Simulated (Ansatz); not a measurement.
# CdS (Greenockite): the cost of one run

Method: DFT, PBEsol, plane-wave PAW, default files, scalar-relativistic, in Ansatz 0.2.0.

### 1 The starting structure

The structure is hexagonal, space group P6_3mc (No. 186). The conventional cell has a = 4.150 Å, b = 4.150 Å, c = 6.737 Å, α = 90.00°, β = 90.00°, γ = 120.00°. Cd (site symmetry 3m) has 4 S at 2.53 to 2.54 Å as nearest neighbours. S (site symmetry 3m) has 4 Cd at 2.53 to 2.54 Å as nearest neighbours.

Structure file:

```cif
data_structure
_symmetry_space_group_name_H-M 'P6_3mc'
_symmetry_Int_Tables_number 186
_cell_length_a 4.1500
_cell_length_b 4.1500
_cell_length_c 6.7370
_cell_angle_alpha 90.000
_cell_angle_beta 90.000
_cell_angle_gamma 120.000
_cell_volume 100.48
loop_
_atom_site_label
_atom_site_type_symbol
_atom_site_symmetry_multiplicity
_atom_site_Wyckoff_symbol
_atom_site_fract_x
_atom_site_fract_y
_atom_site_fract_z
_atom_site_occupancy
Cd1 Cd 2 b 0.33333 0.66667 0.00000 1
S1 S 2 b 0.33333 0.66667 0.37500 1
```

The earlier run gave: gap on the mesh 1.20 eV, largest force 0.068 eV/Å, pressure 2.1 GPa.

Site by site (atoms counted from 1):

| site | atoms | first shell | V_zz (10²¹ V/m²) | η | C_Q (MHz) |
| --- | --- | --- | --- | --- | --- |
| Cd | 1, 2 | 4 S at 2.53–2.54 Å | -0.38 | 0.00 | – |
| S | 3, 4 | 4 Cd at 2.53–2.54 Å | 0.11 | 0.00 | -0.187 (³³S) |

C_Q = eQV_zz/h, which is 24.18 MHz for Q = 1 b and V_zz = 10²¹ V/m²; η = (V_xx − V_yy)/V_zz. Q values from Pyykkö, Mol. Phys. 116, 1328 (2018). A dash under C_Q marks elements without a common quadrupolar isotope.

### 2 Functional PBEsol at the relaxed positions

File input.yaml:

```yaml
crystal:
  lattice:
    - [4.15, 0.0, 0.0]
    - [-2.075, 3.5940054257, 0.0]
    - [0.0, 0.0, 6.737]
  atoms:
    - { symbol: Cd, position: [0.3333333333, 0.6666666667, -0.0010297073] }
    - { symbol: Cd, position: [0.6666666667, 0.3333333333, 0.4989702927] }
    - { symbol: S, position: [0.3333333333, 0.6666666667, 0.3760297073] }
    - { symbol: S, position: [0.6666666667, 0.3333333333, 0.8760297073] }
kpoints:
  mp_grid: { grid: [12, 12, 7] }
scf:
  occupations: { method: fermi_dirac, width: 0.02 }
hamiltonian:
  xc: pbesol
  pseudopotentials: { kind: paw }
output:
  forces: true
  stress: true
  populations: true
  efg: { quadrupole_moments_barn: { S: -0.0694 }, contact_densities: true }
```

On the command line:

```bash
> ansatz run input.yaml --threads 1 --pin off --max-ram 3072MiB --backend cpu --events-out ev --progress --plain --runs-dir out
```

What time and memory should one allow on 1 thread of AMD EPYC 9R14 (Zen 4), shared host?

About 13 s, with a peak of 0.53 GiB.
